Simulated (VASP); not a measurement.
Here is a VASP 6.6.1 calculation.

Contents of INCAR:

```
PREC = Accurate
ENCUT = 520
EDIFF = 1E-6
ISMEAR = -1
SIGMA = 0.05
LREAL = F
LASPH = T
NELM = 100
ALGO = Normal
ISIF = 2
LWAVE = F
LCHARG = F
LMAXMIX = 4
GGA = PS
NBANDS = 18
```

Contents of KPOINTS:

```
regular mesh
0
Gamma
  8 8 8
```

File POSCAR:

```
InPd
1.0
    3.2718847800      0.0000000000      0.0000000000
    0.0000000000      3.2718847800      0.0000000000
    0.0000000000      0.0000000000      3.2718847800
In Pd
1 1
Direct
    0.0000000000      0.0000000000      0.0000000000
    0.5000000000      0.5000000000      0.5000000000
```

Contents of KPOINTS_OPT:

```
path GXMGRX,MR
15
line-mode
reciprocal
 0.0000000000  0.0000000000  0.0000000000  G
 0.0000000000  0.5000000000  0.0000000000  X

 0.0000000000  0.5000000000  0.0000000000  X
 0.5000000000  0.5000000000  0.0000000000  M

 0.5000000000  0.5000000000  0.0000000000  M
 0.0000000000  0.0000000000  0.0000000000  G

 0.0000000000  0.0000000000  0.0000000000  G
 0.5000000000  0.5000000000  0.5000000000  R

 0.5000000000  0.5000000000  0.5000000000  R
 0.0000000000  0.5000000000  0.0000000000  X

 0.5000000000  0.5000000000  0.0000000000  M
 0.5000000000  0.5000000000  0.5000000000  R
```

Potentials or basis: VASP PAW PBE potentials, release 64 (In_d, Pd).

Run with:

```bash
$ cat potpaw_PBE.64/In_d/POTCAR potpaw_PBE.64/Pd/POTCAR > POTCAR
$ mpirun -np 1 vasp_std > vasp.out
```

Q: Estimate the band gap along the path.

A: None (metal or under the smearing width).

Q: Predict the pressure.

A: -2.8 GPa.

Levels at the corners of the path, in eV from the Fermi level:
| point | band 8 | band 9 | band 10 | band 11 | band 12 | band 13 | band 14 | band 15 |
| --- | --- | --- | --- | --- | --- | --- | --- | --- |
| Γ | -3.71 | -2.16 | -2.16 | -2.16 | 4.27 | 4.27 | 4.27 | 9.47 |
| X | -3.69 | -3.16 | -3.16 | -2.24 | -1.01 | 9.62 | 9.62 | 9.99 |
| X | -3.69 | -3.16 | -3.16 | -2.24 | -1.01 | 9.62 | 9.62 | 9.99 |
| M | -2.57 | -2.57 | -2.26 | -2.26 | -1.58 | 1.55 | 2.54 | 9.52 |
| M | -2.57 | -2.57 | -2.26 | -2.26 | -1.58 | 1.55 | 2.54 | 9.52 |
| Γ | -3.71 | -2.16 | -2.16 | -2.16 | 4.27 | 4.27 | 4.27 | 9.47 |
| Γ | -3.71 | -2.16 | -2.16 | -2.16 | 4.27 | 4.27 | 4.27 | 9.47 |
| R | -4.78 | -1.54 | -1.54 | -0.03 | 3.86 | 3.86 | 3.86 | 4.49 |
| R | -4.78 | -1.54 | -1.54 | -0.03 | 3.86 | 3.86 | 3.86 | 4.49 |
| X | -3.69 | -3.16 | -3.16 | -2.24 | -1.01 | 9.62 | 9.62 | 9.99 |
| M | -2.57 | -2.57 | -2.26 | -2.26 | -1.58 | 1.55 | 2.54 | 9.52 |
| R | -4.78 | -1.54 | -1.54 | -0.03 | 3.86 | 3.86 | 3.86 | 4.49 |

Caveat: the PAW data sets were made with another functional, which shifts forces and pressure a little; spin-orbit coupling is left out, which moves the levels of the heavy elements.
